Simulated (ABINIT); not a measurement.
A run of ABINIT 10.8.3 (patched build):

Contents of run.abi:

```
# Datasets: ground state, then fixed potential
ndtset 2

# Pseudopotentials
pp_dirpath "./"
pseudos "As.hgh, Ga.hgh"

# Structure
acell 3.9977696088 3.9977696088 3.9977696088 Angstrom
rprim
     0.0000000000     0.7071067812     0.7071067812
     0.7071067812     0.0000000000     0.7071067812
     0.7071067812     0.7071067812     0.0000000000
ntypat 2
znucl 33 31
natom 2
typat 1 2
xcart
     8.0129584431     8.0129584431     8.0129584431
     0.0000000000     0.0000000000     0.0000000000

# Plane-wave basis
ecut 598.650497 eV

# Exchange and correlation
ixc -208012
usekden 1

# Bands and occupations
occopt 3
tsmear 0.05 eV

# SCF cycle
nstep 100
diemix 0.3
optforces 0
optstress 0

# Output
iomode 3
prtwf 0
prteig 0
prtebands 0
enunit 1
prtden1 1
prtkden1 1
prtvha1 1
prtvclmb1 1
prtpot1 1
prtelf1 1

# Dataset 1
kptopt1 1
ngkpt1 8 8 8
nshiftk1 1
shiftk1 0.0 0.0 0.0
nband1 8
tolvrs1 1.0e-9

# Dataset 2: bands along G-X-W-K-G-L-U-W-L-K
iscf2 -2
getden2 1
getkden2 1
nband2 14
nbdbuf2 4
tolwfr2 1.0e-11
kptopt2 -9
ndivsm2 8
prteig2 1
prtvol2 -3
kptbounds2
     0.0000000000     0.0000000000     0.0000000000
     0.5000000000     0.0000000000     0.5000000000
     0.5000000000     0.2500000000     0.7500000000
     0.3750000000     0.3750000000     0.7500000000
     0.0000000000     0.0000000000     0.0000000000
     0.5000000000     0.5000000000     0.5000000000
     0.6250000000     0.2500000000     0.6250000000
     0.5000000000     0.2500000000     0.7500000000
     0.5000000000     0.5000000000     0.5000000000
     0.3750000000     0.3750000000     0.7500000000
```

Potentials or basis: HGH LDA.

Launch:

```sh
$ abinit run.abi > log 2>&1
```

Hardware: 1 thread of Arm Neoverse V2, on a shared host.

**Question.** How long does it take, and how much memory?

**Answer.** It took 120 s on 1 thread of Arm Neoverse V2, on a shared host, peak memory 0.12 GiB. Counts: scf iterations 14, mpi ranks 1, k points 29, bands 8, plane waves 1514.
